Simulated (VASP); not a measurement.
# Sm (I4/mmm) in VASP: further runs

One crystal, Sm, is run at these levels: PBE; tasks: single point.

Everything below comes from runs of VASP 6.6.1. Logs are shortened: lines on timing, memory, paths and dates and some standing lists are left out, and cuts for length are marked.

## Step 1: Starting point

The structure is tetragonal, space group I4/mmm (No. 139). The conventional cell has a = 3.635 Å, b = 3.635 Å, c = 5.122 Å, α = 90.00°, β = 90.00°, γ = 90.00°. Around Sm (site symmetry 4/mmm) lie 12 Sm at 3.63 Å.

This isn't the form of Sm at room conditions, which is rhombohedral.

## Step 2: Single point, PBE, collinear spin, ferromagnetic start

INCAR

```
SYSTEM = Sm
PREC = Accurate
ENCUT = 520
EDIFF = 1E-6
ISMEAR = 1
SIGMA = 0.2
LREAL = .False.
LASPH = .True.
NELM = 100
ALGO = Normal
ISIF = 2
LWAVE = .False.
LCHARG = .False.
ISPIN = 2
MAGMOM = 5
LORBIT = 11
LMAXMIX = 6
GGA = PE
ADDGRID = .False.
```

KPOINTS

```
regular mesh
0
Gamma
  5 5 5
  0 0 0
```

POSCAR

```
Sm
1.0
   -1.8173030691      1.8173030691      2.5609871902
    1.8173030691     -1.8173030691      2.5609871902
    1.8173030691      1.8173030691     -2.5609871902
Sm
1
Direct
    0.0000000000      0.0000000000      0.0000000000
```

Potentials or basis: VASP PAW PBE potentials, release 64 (Sm).

Launch:

```
$ cat potpaw_PBE.64/Sm/POTCAR > POTCAR
$ mpirun -np 1 vasp_std > vasp.out
```

OUTCAR:

```text
SYSTEM = Sm
   PREC = Accurate
   ENCUT = 520
   EDIFF = 1E-6
   ISMEAR = 1
   LREAL = .False.
   LASPH = .True.
   NELM = 100
   ISIF = 2
   ISPIN = 2
   LORBIT = 11
   GGA = PE

 Found     18 irreducible k-points:

 Following reciprocal coordinates:
            Coordinates               Weight
  0.000000  0.000000  0.000000      1.000000
  0.200000  0.000000 -0.000000      8.000000
  0.400000  0.000000  0.000000      8.000000
  0.200000  0.200000 -0.000000      8.000000
  0.400000  0.200000 -0.000000     16.000000
 -0.400000  0.200000  0.000000     16.000000
   k-points           NKPTS =     18   k-points in BZ     NKDIM =     18   number of bands    NBANDS=     15
   number of dos      NEDOS =    301   number of ions     NIONS =      1
   total plane-waves  NPLWV =  21952
   dimension x,y,z NGX =    28 NGY =   28 NGZ =   28
   dimension x,y,z NGXF=    56 NGYF=   56 NGZF=   56
   ions per type =               1
   NGX,Y,Z   is equivalent  to a cutoff of  12.83, 12.83, 12.83 a.u.
   NGXF,Y,Z  is equivalent  to a cutoff of  25.66, 25.66, 25.66 a.u.
 SYSTEM =  Sm
   PREC   = accura    normal or accurate (medium, high low for compatibility)
   ISTART =      0    job   : 0-new  1-cont  2-samecut
   ICHARG =      2    charge: 1-file 2-atom 10-const
   ISPIN  =      2    spin polarized calculation?
   LNONCOLLINEAR =      F non collinear calculations
   LSORBIT =      F    spin-orbit coupling
   LASPH  =      T    aspherical Exc in radial PAW
   ENCUT  =  520.0 eV  38.22 Ry    6.18 a.u.   6.75  6.75  6.75*2*pi/ulx,y,z
   NELM   =    100;   NELMIN=  2; NELMDL= -5     # of ELM steps
   EDIFF  = 0.1E-05   stopping-criterion for ELM
   LREAL  =      F    real-space projection
   EDIFFG = 0.1E-04   stopping-criterion for IOM
   NSW    =      0    number of steps for IOM
   IBRION =     -1    ionic relax: 0-MD 1-quasi-New 2-CG
   NFREE  =      0    steps in history (QN), initial steepest desc. (CG)
   ISIF   =      2    stress and relaxation
   ISYM   =      2    0-nonsym 1-usesym 2-fastsym
   POTIM  = 0.5000    time-step for ionic-motion
   TEBEG  =    0.0;   TEEND  =   0.0 temperature during run
   PSTRESS=    0.0 pullay stress
   NELECT =      16.0000    total number of electrons
   NUPDOWN=      -1.0000    fix difference up-down
   EMIN   =  10.00;   EMAX   =-10.00  energy-range for DOS
   EFERMI =   0.00;   METHOD = LEGACY
   ISMEAR =     1;   SIGMA  =   0.20  broadening in eV -4-tet -1-fermi 0-gaus
   EFERMI_NEDOS =   21; number of points for ismear=-14 and -15
   IALGO  =     38    algorithm
   IMIX   =      4    mixing-type and parameters
     AMIX     =   0.40;   BMIX     =  1.00
     AMIX_MAG =   1.60;   BMIX_MAG =  1.00
  volume/ion in A,a.u.               =      33.83       228.31
  Fermi-wavevector in a.u.,A,eV,Ry     =   1.275481  2.410310 22.134675  1.626853
  Thomas-Fermi vector in A             =   2.408191
   LORBIT       =     11    0 simple, 1 ext, 2 COOP (PROOUT), +10 PAW based schemes
   GGA     = PE    functional components
   LHFCALC =     F    Hartree Fock is set to
   AEXX    =    0.0000 exact exchange contribution
   IVDW    =     0    specifies the selected vdW correction
   LEPSILON=     F    determine dielectric tensor
   LRPA    =     F    only Hartree local field effects (RPA)
 spin polarized calculation
 Methfessel and Paxton  Order N= 1 SIGMA  =   0.20
  energy-cutoff  :      520.00
  volume of cell :       33.83
 maximum number of plane-waves:       925
   NGX = 13   NGY = 13   NGZ = 13

 number of electron      16.0000000 magnetization       6.7773870

 Free energy of the ion-electron system (eV)
  ---------------------------------------------------
  ext. energy  EPLUGINS =         0.00000000
  ---------------------------------------------------
  free energy    TOTEN  =        -9.29566901 eV

  energy without entropy =       -9.28027118  energy(sigma->0) =       -9.29053640

 E-fermi :   3.1793     XC(G=0):  -9.7495

 val. band max:        3.1712024580   @ k =  -0.4000   0.4000   0.4000
 cond. band min:       3.1869989923   @ k =   0.2000   0.2000   0.2000
 fundamental gap:      0.0157965343
 Fermi energy:         3.1792705162

 spin component 1

 k-point     1 :       0.0000    0.0000    0.0000
  band No.  band energies     occupation
      1     -36.8946      1.00000
      2     -16.0505      1.00000
      3     -16.0505      1.00000
      4     -16.0494      1.00000
      5      -1.5338      1.00000
      6       2.8344      1.01750
      7       2.9271      1.03527
      8       2.9271      1.03527
      9       2.9273      1.03528
     10       2.9409      1.03528
     11       2.9409      1.03528
     12       2.9433      1.03513
     13       4.8328     -0.00000
     14       4.8328     -0.00000
     15       4.8628     -0.00000

 k-point     2 :       0.2000    0.0000   -0.0000
  band No.  band energies     occupation
      1     -36.8594      1.00000
      2     -16.4185      1.00000
      3     -16.0962      1.00000
      4     -16.0939      1.00000
      5      -0.4988      1.00000
      6       2.7538      1.00519
      7       2.8006      1.01111
      8       2.8020      1.01133
      9       2.8905      1.03007
     10       2.9302      1.03540
     11       2.9894      1.01905
     12       2.9908      1.01803
     13       4.2665     -0.00000
     14       5.2175     -0.00000
     15       5.2454     -0.00000

 k-point     3 :       0.4000    0.0000    0.0000
  band No.  band energies     occupation
      1     -36.8016      1.00000
      2     -16.9620      1.00000
      3     -16.1689      1.00000
      4     -16.1640      1.00000
      5       0.7871      1.00000
      6       2.6882      1.00141
      7       2.6899      1.00146
      8       2.7866      1.00898
      9       2.9351      1.03546
     10       3.0503      0.93920
     11       3.1144      0.75926
     12       3.1153      0.75604
     13       4.3238     -0.00000
     14       4.7620     -0.00000
     15       4.7997     -0.00000

 k-point     4 :       0.2000    0.2000   -0.0000
  band No.  band energies     occupation
      1     -36.8165      1.00000
      2     -16.6778      1.00000
      3     -16.3308      1.00000
      4     -16.1280      1.00000
      5       0.8815      1.00000
      6       2.6853      1.00132
      7       2.7329      1.00352
      8       2.7450      1.00442
      9       2.7762      1.00760
     10       2.8361      1.01786
     11       3.0711      0.89163
     12       3.0865      0.84958
     13       3.8515     -0.00001
     14       4.5683     -0.00000
     15       5.9636     -0.00000

 k-point     5 :       0.4000    0.2000   -0.0000
  band No.  band energies     occupation
      1     -36.7780      1.00000
      2     -16.9205      1.00000
      3     -16.4378      1.00000
      4     -16.2270      1.00000
      5       1.7446      1.00000
      6       2.5922      1.00013
      7       2.6698      1.00094
      8       2.6842      1.00129
      9       2.8068      1.01215
     10       3.0714      0.89095
     11       3.1523      0.61284
     12       3.1989      0.41726
     13       3.5985     -0.00579
     14       4.3269     -0.00000
     15       5.6205     -0.00000

 k-point     6 :      -0.4000    0.2000    0.0000
  band No.  band energies     occupation
      1     -36.7976      1.00000
      2     -16.7979      1.00000
      3     -16.3031      1.00000
      4     -16.2549      1.00000
      5       1.2434      1.00000
      6       2.5515      1.00004
      7       2.7071      1.00211
      8       2.7084      1.00217
      9       2.8109      1.01287
     10       2.8247      1.01550
     11       3.0903      0.83820
     12       3.0982      0.81382
     13       3.5629     -0.01032
     14       4.4188     -0.00000
     15       6.0574     -0.00000

 [... further k-points ...]

 spin component 2

 k-point     1 :       0.0000    0.0000    0.0000
  band No.  band energies     occupation
      1     -34.1584      1.00000
      2     -13.8982      1.00000
      3     -13.8982      1.00000
      4     -13.8970      1.00000
      5      -0.0506      1.00000
      6       6.1232     -0.00000
      7       6.2356     -0.00000
      8       6.2356     -0.00000
      9       6.2668     -0.00000
     10       6.7250     -0.00000
     11       6.7250     -0.00000
     12       6.7329     -0.00000
     13       7.3740      0.00000
     14       7.3740      0.00000
     15       7.3747      0.00000

 k-point     2 :       0.2000    0.0000   -0.0000
  band No.  band energies     occupation
      1     -34.1171      1.00000
      2     -14.3131      1.00000
      3     -13.9487      1.00000
      4     -13.9461      1.00000
      5       1.0160      1.00000
      6       5.1469     -0.00000
      7       6.3442     -0.00000
      8       6.3688     -0.00000
      9       6.5066     -0.00000
     10       6.7624     -0.00000
     11       6.7671     -0.00000
     12       6.8704     -0.00000
     13       7.3772      0.00000
     14       7.3792      0.00000
     15       7.3882      0.00000

 k-point     3 :       0.4000    0.0000    0.0000
  band No.  band energies     occupation
      1     -34.0493      1.00000
      2     -14.9191      1.00000
      3     -14.0287      1.00000
      4     -14.0233      1.00000
      5       2.3220      1.00000
      6       5.4112     -0.00000
      7       6.0118     -0.00000
      8       6.0491     -0.00000
      9       6.3454     -0.00000
     10       6.8824     -0.00000
     11       6.8843     -0.00000
     12       7.0874     -0.00000
     13       7.1661     -0.00000
     14       7.1711     -0.00000
     15       7.3868      0.00000

 k-point     4 :       0.2000    0.2000   -0.0000
  band No.  band energies     occupation
      1     -34.0668      1.00000
      2     -14.6024      1.00000
      3     -14.2121      1.00000
      4     -13.9831      1.00000
      5       2.4321      1.00000
      6       4.7516     -0.00000
      7       5.3079     -0.00000
      8       6.5022     -0.00000
      9       6.6880     -0.00000
     10       6.7890     -0.00000
     11       6.9380     -0.00000
     12       6.9448     -0.00000
     13       7.2172      0.00000
     14       7.2276      0.00000
     15       7.7956      0.00000

 k-point     5 :       0.4000    0.2000   -0.0000
  band No.  band energies     occupation
      1     -34.0217      1.00000
      2     -14.8719      1.00000
      3     -14.3304      1.00000
      4     -14.0939      1.00000
      5       3.3485     -0.00092
      6       4.2922     -0.00000
      7       5.6206     -0.00000
      8       6.4669     -0.00000
      9       6.7992     -0.00000
     10       6.8446     -0.00000
     11       6.8941     -0.00000
     12       7.0111     -0.00000
     13       7.1274     -0.00000
     14       7.1349     -0.00000
     15       7.6898      0.00000

 k-point     6 :      -0.4000    0.2000    0.0000
  band No.  band energies     occupation
      1     -34.0447      1.00000
      2     -14.7342      1.00000
      3     -14.1800      1.00000
      4     -14.1264      1.00000
      5       2.7063      1.00207
      6       4.3205     -0.00000
      7       5.2473     -0.00000
      8       6.6403     -0.00000
      9       6.7735     -0.00000
     10       6.8519     -0.00000
     11       6.9606     -0.00000
     12       7.0020     -0.00000
     13       7.1117     -0.00000
     14       7.2795      0.00000
     15       7.9489      0.00000

 [... further k-points ...]
[... 5 lines left out ...]
  --------------------------------------------------------------------------------------
  -------------------------------------------------------------------------------------
  Total        0.6639708      0.6639708      0.6589696      0.0000000     -0.0000000     -0.0000000
  in kB       31.4439739     31.4439739     31.2071317      0.0000000     -0.0000000     -0.0000000
  external PRESSURE =      31.3650265 kB  Pullay stress =       0.0000000 kB

 VOLUME and BASIS-vectors are now :
 -----------------------------------------------------------------------------
  energy-cutoff  :      520.00
  volume of cell :       33.83
      direct lattice vectors                 reciprocal lattice vectors
    -1.817303069  1.817303069  2.560987190     0.000000000  0.275132975  0.195237212
     1.817303069 -1.817303069  2.560987190     0.275132975  0.000000000  0.195237212
     1.817303069  1.817303069 -2.560987190     0.275132975  0.275132975  0.000000000

 POSITION                                       TOTAL-FORCE (eV/Angst)
 -----------------------------------------------------------------------------------
      0.00000      0.00000      0.00000        -0.000000      0.000000      0.000000
 -----------------------------------------------------------------------------------
    total drift:                               -0.000000     -0.000000     -0.000000

  FREE ENERGIE OF THE ION-ELECTRON SYSTEM (eV)
  ---------------------------------------------------
  free  energy   TOTEN  =        -9.2956690063 eV

  energy  without entropy=       -9.2802711819  energy(sigma->0) =       -9.29053640

 total charge

# of ion       s       p       d       f       tot
--------------------------------------------------
    1        2.079   5.615   0.461   5.525  13.680

 magnetization (x)

# of ion       s       p       d       f       tot
--------------------------------------------------
    1        0.001  -0.051   0.313   5.521   5.784
```

Run time: 29 s. Hardware: 1 thread of Intel Xeon Platinum 8488C (Sapphire Rapids), shared host; peak memory 0.19 GiB.

These settings aren't checked as converged: the numbers below hold their error.

What came out:

* Free energy: -9.2957 eV
* Pressure: 3.1 GPa
* Band gap on the k mesh: none (metal or under the smearing width)
* Net moment: 6.78 μB per cell
* Site moments: Sm +5.78 μB
* Valence electrons inside the program's atomic spheres: Sm 13.68

Caveat: the k mesh is coarse (spacing up to 0.49 Å⁻¹), so the values aren't converged; the magnetic or orbital state may not be the lowest; spin-orbit coupling is left out, which moves the levels of the heavy elements.

## Step 3: Single point, PBE, collinear spin, ferromagnetic start

INCAR is that of step 2.

KPOINTS is that of step 2.

POSCAR

```
Sm
1.0
   -1.8424340000      1.8281900000      2.5309280000
    1.8521830000     -1.8921630000      2.5832430000
    1.7732950000      1.8230240000     -2.5763240000
Sm
1
Direct
    0.0008670000     -0.0165060000      0.0081580000
```

Potentials or basis: VASP PAW PBE potentials, release 64 (Sm).

Launch:

```
$ cat potpaw_PBE.64/Sm/POTCAR > POTCAR
$ mpirun -np 1 vasp_std > vasp.out
```

OUTCAR:

```text
SYSTEM = Sm
   PREC = Accurate
   ENCUT = 520
   EDIFF = 1E-6
   ISMEAR = 1
   LREAL = .False.
   LASPH = .True.
   NELM = 100
   ISIF = 2
   ISPIN = 2
   LORBIT = 11
   GGA = PE

 Found     63 irreducible k-points:

 Following reciprocal coordinates:
            Coordinates               Weight
  0.000000  0.000000  0.000000      1.000000
  0.200000  0.000000  0.000000      2.000000
  0.400000 -0.000000  0.000000      2.000000
  0.000000  0.200000 -0.000000      2.000000
  0.200000  0.200000 -0.000000      2.000000
  0.400000  0.200000  0.000000      2.000000
   k-points           NKPTS =     63   k-points in BZ     NKDIM =     63   number of bands    NBANDS=     15
   number of dos      NEDOS =    301   number of ions     NIONS =      1
   total plane-waves  NPLWV =  21952
   dimension x,y,z NGX =    28 NGY =   28 NGZ =   28
   dimension x,y,z NGXF=    56 NGYF=   56 NGZF=   56
   ions per type =               1
   NGX,Y,Z   is equivalent  to a cutoff of  12.84, 12.58, 12.86 a.u.
   NGXF,Y,Z  is equivalent  to a cutoff of  25.68, 25.17, 25.72 a.u.
 SYSTEM =  Sm
   PREC   = accura    normal or accurate (medium, high low for compatibility)
   ISTART =      0    job   : 0-new  1-cont  2-samecut
   ICHARG =      2    charge: 1-file 2-atom 10-const
   ISPIN  =      2    spin polarized calculation?
   LNONCOLLINEAR =      F non collinear calculations
   LSORBIT =      F    spin-orbit coupling
   LASPH  =      T    aspherical Exc in radial PAW
[... 266 lines left out ...]
      3     -14.3564      1.00000
      4     -14.0886      1.00000
      5       3.3436     -0.00290
      6       4.3227     -0.00000
      7       5.6044     -0.00000
      8       6.4788     -0.00000
      9       6.7821     -0.00000
     10       6.8199     -0.00000
     11       6.8946     -0.00000
     12       7.0044     -0.00000
     13       7.1073     -0.00000
     14       7.1280     -0.00000
     15       7.6624      0.00000

 [... further k-points ...]
[... 5 lines left out ...]
  --------------------------------------------------------------------------------------
  -------------------------------------------------------------------------------------
  Total        0.6866999      0.6161480      0.6721425      0.0608598      0.1228824      0.0032446
  in kB       32.5203636     29.1792015     31.8309631      2.8821653      5.8193977      0.1536576
  external PRESSURE =      31.1768427 kB  Pullay stress =       0.0000000 kB

 VOLUME and BASIS-vectors are now :
 -----------------------------------------------------------------------------
  energy-cutoff  :      520.00
  volume of cell :       33.83
      direct lattice vectors                 reciprocal lattice vectors
    -1.842434000  1.828190000  2.530928000     0.004892204  0.276448139  0.198983867
     1.852183000 -1.892163000  2.583243000     0.275599134  0.007644485  0.195105370
     1.773295000  1.823024000 -2.576324000     0.281145287  0.279242012  0.002957090

 POSITION                                       TOTAL-FORCE (eV/Angst)
 -----------------------------------------------------------------------------------
      1.83448     -1.84447      2.52178         0.000000     -0.000000      0.000000
 -----------------------------------------------------------------------------------
    total drift:                               -0.000001     -0.000003      0.000002

  FREE ENERGIE OF THE ION-ELECTRON SYSTEM (eV)
  ---------------------------------------------------
  free  energy   TOTEN  =        -9.2929391262 eV

  energy  without entropy=       -9.2765035563  energy(sigma->0) =       -9.28746060

 total charge

# of ion       s       p       d       f       tot
--------------------------------------------------
    1        2.079   5.614   0.461   5.525  13.680

 magnetization (x)

# of ion       s       p       d       f       tot
--------------------------------------------------
    1        0.001  -0.051   0.311   5.520   5.780
```

OSZICAR:

```text
N       E                     dE             d eps       ncg     rms          rms(c)
DAV:   1     0.957784970347E+02    0.95778E+02   -0.58698E+03  4395   0.447E+03
DAV:   2     0.491909911332E+01   -0.90859E+02   -0.83186E+02  5035   0.276E+02
[... 17 lines left out ...]
DAV:  20    -0.929296812882E+01   -0.19214E-04   -0.10515E-04  7088   0.292E-01    0.769E-02
DAV:  21    -0.929295132593E+01    0.16803E-04   -0.24022E-05  7025   0.132E-01    0.691E-02
DAV:  22    -0.929294415718E+01    0.71688E-05   -0.19591E-05  5095   0.135E-01    0.578E-02
DAV:  23    -0.929293851661E+01    0.56406E-05   -0.24180E-05  6216   0.118E-01    0.264E-02
DAV:  24    -0.929293998553E+01   -0.14689E-05   -0.18297E-05  4099   0.813E-02    0.199E-02
DAV:  25    -0.929293912619E+01    0.85934E-06   -0.21395E-06  2749   0.496E-02
   1 F= -.92929391E+01 E0= -.92874606E+01  d E =-.164356E-01  mag=     6.7642
```

stdout:

```text
POSCAR found type information on POSCAR Sm
 POSCAR found :  1 types and       1 ions
 scaLAPACK will be used
 LDA part: xc-table for (Slater+PW92), standard interpolation
 POSCAR, INCAR and KPOINTS ok, starting setup
 FFT: planning ... GRIDC
 FFT: planning ... GRID_SOFT
 FFT: planning ... GRID
 WAVECAR not read
 entering main loop
```

It took 91 s on 1 thread of Intel Xeon Platinum 8488C (Sapphire Rapids), shared host; peak memory 0.22 GiB.

These settings aren't checked as converged: the numbers below hold their error.

What came out:

- Free energy: -9.2929 eV
- Pressure: 3.1 GPa
- Band gap on the k mesh: none (metal or under the smearing width)
- Net moment: 6.76 μB per cell
- Site moments: Sm +5.78 μB
- Valence electrons inside the program's atomic spheres: Sm 13.68

Caveat: the k mesh is coarse (spacing up to 0.50 Å⁻¹), so the values aren't converged; the magnetic or orbital state may not be the lowest; spin-orbit coupling is left out, which moves the levels of the heavy elements.

[end of part 1 of 2]
